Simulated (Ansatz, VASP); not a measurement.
One calculation of TePt, two programs

File INCAR:

```
SYSTEM = TePt
PREC = Accurate ; ENCUT = 520
EDIFF = 1E-6 ; ISMEAR = -1
SIGMA = 0.05 ; LREAL = .FALSE.
LASPH = .TRUE. ; NELM = 80
ALGO = Normal ; ISIF = 2
LWAVE = .FALSE. ; LCHARG = .FALSE.
GGA = CA ; NBANDS = 15
```

The input KPOINTS:

```
regular mesh
0
G
  11 11 11
  0 0 0
```

File POSCAR:

```
TePt
1.0
    0.0000000000      2.8296369093      2.8296369093
    2.8296369093      0.0000000000      2.8296369093
    2.8296369093      2.8296369093      0.0000000000
Pt Te
1 1
Direct
    0.0000000000      0.0000000000      0.0000000000
    0.2500000000      0.2500000000      0.2500000000
```

Input for Ansatz:

```yaml
crystal:
  lattice:
    - [0.0, 2.8296369093, 2.8296369093]
    - [2.8296369093, 0.0, 2.8296369093]
    - [2.8296369093, 2.8296369093, 0.0]
  atoms:
    - { symbol: Pt, position: [0.0, 0.0, 0.0] }
    - { symbol: Te, position: [0.25, 0.25, 0.25] }
kpoints:
  mp_grid: { grid: [11, 11, 11] }
scf:
  occupations: { method: fermi_dirac, width: 0.05 }
hamiltonian:
  xc: lda
  pseudopotentials: { kind: all_electron, lapw: { basis_error: 0.001 } }
output:
  forces: true
  stress: true
  eigenvalues: true
  populations: true
```

Change from the starting cell: volume scaled by 0.88, LAPW.

Alike in both runs: task single point; functional LDA; k mesh 11 × 11 × 11; occupations fermi-dirac, width 0.05 eV; no spin polarisation.

|  | VASP | Ansatz |
| --- | --- | --- |
| version | VASP 6.6.1 | Ansatz 0.2.0 |
| potentials or method | VASP PAW LDA potentials, release 64 (Pt, Te) | all-electron LAPW, scalar-relativistic |
| plane-wave cutoff (eV) | 520 | see its input |

|  | VASP | Ansatz | Ansatz less VASP |
| --- | --- | --- | --- |
| pressure (GPa) | 18.9 | 18.8 | -0.05 |

Ansatz ran all-electron here, so the differences hold the error of VASP's frozen core and of both bases.

Caveats: so large a pressure means that the cell lies far from this level's equilibrium, or that cutoff or potentials fall short (VASP). The runs have no spin-orbit coupling, so splittings on Pt, Te are missing.
